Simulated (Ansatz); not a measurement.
# Contact densities of Ge against volume

```
Ge
1.0
     3.99759    0.00000    0.00000
    -1.99879    3.46201    0.00000
     0.00000    0.00000    6.59938
Ge
4
Direct
  0.66667 0.33333 0.06290
  0.33333 0.66667 0.56290
  0.66667 0.33333 0.43710
  0.33333 0.66667 0.93710
```

Atom numbers follow the list: Ge1, Ge2, Ge3, Ge4.

Structure from Materials Project entry mp-1007760 (possibly hypothetical), not relaxed further.

Level of theory: DFT, PBE, all-electron PAW with datasets made for the crystal, scalar-relativistic (Ansatz 0.2.0).

Sampling and basis: a Γ-centred 11×11×6 k mesh, Fermi–Dirac smearing of 0.05 eV, cutoff 140 eV (chosen by the program for this cell), no spin polarisation.

The contact density is the mean electron density over the nuclear volume; its changes set Mössbauer isomer shifts. Changes below are taken from the unscaled cell, where it is 210324 e/Å³ at Ge1.

Volumes at which the program chose other datasets or cutoffs are left out.

The datasets are made afresh for each cell, so very small changes are uncertain.

Question: Does compression raise or lower the contact density at Ge1?

Answer: It lowers it, by 3.00 e/Å³ over the whole range.

Question: Tabulate the changes with volume.

Answer: 
```json
{"V/V(cell)": "0.9900", "P (GPa)": "3.6", "Δρ(0) Ge1 (e/Å³)": "-0.45"}
{"V/V(cell)": "1.0000", "P (GPa)": "2.9", "Δρ(0) Ge1 (e/Å³)": "0.00"}
{"V/V(cell)": "1.0100", "P (GPa)": "2.2", "Δρ(0) Ge1 (e/Å³)": "0.44"}
{"V/V(cell)": "1.0200", "P (GPa)": "1.5", "Δρ(0) Ge1 (e/Å³)": "0.87"}
{"V/V(cell)": "1.0400", "P (GPa)": "0.3", "Δρ(0) Ge1 (e/Å³)": "1.71"}
{"V/V(cell)": "1.0600", "P (GPa)": "-0.8", "Δρ(0) Ge1 (e/Å³)": "2.55"}
```
